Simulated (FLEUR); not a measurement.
NaI:

```
CELL_PARAMETERS angstrom
0.00000 3.23640 3.23640
3.23640 0.00000 3.23640
3.23640 3.23640 0.00000
ATOMIC_POSITIONS crystal
I 0.50000 0.50000 0.50000
Na 0.00000 0.00000 0.00000
```

Base run:

| Item | Value |
| --- | --- |
| Program | FLEUR MaX-R8.1 (later development tree) |
| Functional | WC |
| Potentials or basis | all-electron |
| Basis | FLAPW |
| Kmax | 4.1 1/bohr |
| k mesh | 7 × 7 × 7 |
| Occupations | fermi-dirac, width 0.05 eV |
| Spin | no spin polarisation |

Its results: band gap on the k mesh 3.52 eV, direct.

Task: After a change of settings the same cell gave: band gap on the k mesh 4.42 eV, direct. Which change was it?
A. functional from WC to LDA; lmax from I 11, Na 11 to I 10, Na 10
B. functional from WC to PBEsol; lmax from I 11, Na 11 to I 10, Na 10
C. functional from WC to SCAN

Result: C.

SCAN gives the wider gap, since meta-GGAs in the generalised Kohn-Sham scheme recover part of the derivative discontinuity.

Caveats: spin-orbit coupling is left out, which moves the levels of the heavy elements; the meta-GGA is that of a development version, with a GGA for the radial functions and cores and without core tails (some runs).

Not every run made on this cell is shown here.
